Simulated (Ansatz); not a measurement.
# CaF2: the cost of one run

Computed with Ansatz 0.2.0 (DFT LDA, scalar-relativistic, plane waves, PAW, and further levels as typed in the inputs, unless a step's input says otherwise).

## Step 1: The system as given

Symmetry: Fm-3m, No. 225, cubic system. Conventional cell: a = 5.462 Å, b = 5.462 Å, c = 5.462 Å, α = 90.00°, β = 90.00°, γ = 90.00°. Ca (site symmetry m-3m) is surrounded by 8 F at 2.37 Å. F (site symmetry -43m) is surrounded by 4 Ca at 2.37 Å.

Structure file:

```xyz
3
Lattice="0.0000 2.7310 2.7310 2.7310 0.0000 2.7310 2.7310 2.7310 0.0000" Properties=species:S:1:pos:R:3 pbc="T T T"
Ca    0.0000    0.0000    0.0000
F     1.3655    1.3655    1.3655
F     4.0965    4.0965    4.0965
```

The structure rests on an entry of the Crystallography Open Database; cell or positions may have been set otherwise for this series.

## Step 2: Dielectric response: CaF2, no spin

File input.yaml:

```yaml
crystal:
  lattice:
    - [0.0, 2.731, 2.731]
    - [2.731, 0.0, 2.731]
    - [2.731, 2.731, 0.0]
  atoms:
    - { symbol: Ca, position: [0.0, 0.0, 0.0] }
    - { symbol: F, position: [0.25, 0.25, 0.25] }
    - { symbol: F, position: [0.75, 0.75, 0.75] }
scf:
  occupations: { method: fixed }
output: {}
hamiltonian:
  xc: lda
kpoints:
  mp_grid: { grid: [6, 6, 6] }
dielectric: {}
```

Launch:

```bash
$ ansatz run input.yaml --threads 4 --pin off --max-ram 40960MiB --backend cpu --events-out ev --progress --plain --runs-dir out
```

Q: Estimate wall time and peak memory on 4 threads of Intel Xeon Platinum 8488C (Sapphire Rapids), shared host.

About 2.4 s, with a peak of 0.41 GiB.
